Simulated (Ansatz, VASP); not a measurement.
# One calculation of PbO (Litharge), two programs

File POSCAR:

```
PbO
1.0
    3.9804039067      0.0000000000      0.0000000000
    0.0000000000      3.9804039067      0.0000000000
    0.0000000000      0.0000000000      5.0594237335
Pb O
2 2
Direct
    0.0000000000      0.5000000000      0.2341924403
    0.5000000000      0.0000000000      0.7658075597
    0.0000000000      0.0000000000      0.0000000000
    0.5000000000      0.5000000000      0.0000000000
```

INCAR.step1

```
SYSTEM = PbO
  ALGO = Normal
  EDIFF = 1E-4
  ENCUT = 520
  GGA = PE
  ISMEAR = 0
  LASPH = .TRUE.
  LCHARG = .FALSE.
  LREAL = .FALSE.
  LWAVE = .TRUE.
  NBANDS = 28
  NELM = 100
  PREC = Accurate
  SIGMA = 0.01
```

The input INCAR.step2:

```
SYSTEM = PbO
  ALGO = Normal
  EDIFF = 1E-7
  ENCUT = 520
  ISIF = 2
  ISMEAR = 0
  ISTART = 1
  LASPH = .TRUE.
  LCHARG = .FALSE.
  LMIXTAU = .TRUE.
  LREAL = .FALSE.
  LWAVE = .FALSE.
  METAGGA = R2SCAN
  NBANDS = 28
  NELM = 100
  PREC = Accurate
  SIGMA = 0.01
```

The input KPOINTS:

```
k-points
0
G
  6 6 6
  0 0 0
```

Input for Ansatz:

```yaml
crystal:
  lattice:
    - [3.9804039067, 0.0, 0.0]
    - [0.0, 3.9804039067, 0.0]
    - [0.0, 0.0, 5.0594237335]
  atoms:
    - { symbol: Pb, position: [0.0, 0.5, 0.2341924403] }
    - { symbol: Pb, position: [0.5, 0.0, 0.7658075597] }
    - { symbol: O, position: [0.0, 0.0, 0.0] }
    - { symbol: O, position: [0.5, 0.5, 0.0] }
kpoints:
  mp_grid: { grid: [6, 6, 6] }
  band_path:
    path:
      - [0.0, 0.0, 0.0]
      - [0.0, 0.5, 0.0]
      - [0.5, 0.5, 0.0]
      - [0.0, 0.0, 0.5]
      - [0.0, 0.5, 0.5]
      - [0.5, 0.5, 0.5]
      - [-0.072917, -0.067708, 0.0]
    npoints: 1
hamiltonian:
  xc: r2scan
scf:
  occupations: { method: fixed }
  n_extra_bands: 5
output:
  forces: true
  stress: true
  eigenvalues: true
```

Change from the starting cell: uniaxial_z strain +1.2%.

Alike in both runs: task single point; functional r2SCAN; k mesh 6 × 6 × 6; no spin polarisation.

|  | VASP | Ansatz |
| --- | --- | --- |
| version | VASP 6.6.1 | Ansatz 0.2.0 |
| potentials or method | VASP PAW PBE potentials, release 64 (Pb_d, O) | plane waves, PAW |
| plane-wave cutoff (eV) | 520 | 500 |
| occupations | gaussian, width 0.01 eV | fixed |
| valence electrons in the cell | 40 | 40 |

VASP gave:

```
gap on the k mesh at the Fermi level (eV)       : 1.58
pressure (GPa)                                  : 1.5
largest component of the traceless stress (GPa) : 0.13
rms of the force components (eV/Å)              : 0.040
```

Problem. What did Ansatz give for the same quantities?

Solution. gap on the k mesh at the Fermi level (eV): 1.58; pressure (GPa): 1.0; largest component of the traceless stress (GPa): 0.01; rms of the force components (eV/Å): 0.005.

Atom by atom the forces differ by 0.045 eV/Å (rms over components).

Caveats: the PAW data sets were made with another functional, which shifts forces and pressure a little (VASP); spin-orbit coupling is left out, which as a rule narrows the gap of such compounds by several tenths of an eV. A k mesh can miss the band edges.
